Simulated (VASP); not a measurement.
## MoSe2: band structure with TB-mBJ

The system is MoSe2.

```
Mo Se
1.0
     3.27866    0.00000    0.00000
    -1.63933    2.83941    0.00000
     0.00000    0.00000   12.72501
Mo Se
2 4
Direct
  0.33333 0.66667 0.25000
  0.66667 0.33333 0.75000
  0.33333 0.66667 0.61833
  0.66667 0.33333 0.11833
  0.33333 0.66667 0.88167
  0.66667 0.33333 0.38167
```

```json
{
 "Program": "VASP 6.6.1",
 "Task": "band structure",
 "Functional": "TB-mBJ",
 "Potentials or basis": "VASP PAW PBE potentials, release 64 (Mo_sv, Se)",
 "Cutoff": "520 eV",
 "k mesh": "9 × 9 × 2",
 "Occupations": "gaussian, width 0.03 eV",
 "Spin": "no spin polarisation",
 "Further INCAR settings": "ALGO = Normal; EDIFF = 1e-06; NBANDS = 35"
}
```

| Quantity | Value |
| --- | --- |
| Band gap on the k mesh | 1.01 eV, indirect (least direct gap 1.46 eV) |
| Band gap along the path | 0.91 eV, indirect (least direct gap 1.46 eV) |

Levels at the corners of the path, in eV from the valence-band top:
```csv
point,band 23,band 24,band 25,band 26,band 27,band 28,band 29,band 30
Γ,-1.53,-1.10,-0.77,0.00,2.51,2.51,2.60,2.60
M,-1.24,-1.11,-1.02,-0.94,1.59,1.65,1.89,2.23
M,-1.24,-1.11,-1.02,-0.94,1.59,1.65,1.89,2.23
K,-2.45,-2.45,-0.42,-0.23,1.22,1.23,1.74,2.68
K,-2.45,-2.45,-0.42,-0.23,1.22,1.23,1.74,2.68
Γ,-1.53,-1.10,-0.77,0.00,2.51,2.51,2.60,2.60
Γ,-1.53,-1.10,-0.77,0.00,2.51,2.51,2.60,2.60
A,-1.56,-1.56,-0.18,-0.18,2.53,2.53,2.53,2.53
A,-1.56,-1.56,-0.18,-0.18,2.53,2.53,2.53,2.53
L,-1.09,-1.09,-1.06,-1.06,1.62,1.62,2.07,2.07
L,-1.09,-1.09,-1.06,-1.06,1.62,1.62,2.07,2.07
H,-2.69,-2.69,-0.34,-0.34,1.23,1.23,2.23,2.23
H,-2.69,-2.69,-0.34,-0.34,1.23,1.23,2.23,2.23
A,-1.56,-1.56,-0.18,-0.18,2.53,2.53,2.53,2.53
L,-1.09,-1.09,-1.06,-1.06,1.62,1.62,2.07,2.07
M,-1.24,-1.11,-1.02,-0.94,1.59,1.65,1.89,2.23
K,-2.45,-2.45,-0.42,-0.23,1.22,1.23,1.74,2.68
H,-2.69,-2.69,-0.34,-0.34,1.23,1.23,2.23,2.23
```

Run time: 2.1 min on 4 MPI ranks on Intel(R) Xeon(R) Platinum 8559C (Emerald Rapids), with other jobs on the host, peak memory 0.33 GiB a rank.

Caveat: the mesh misses the band edges, which the band path finds closer together.
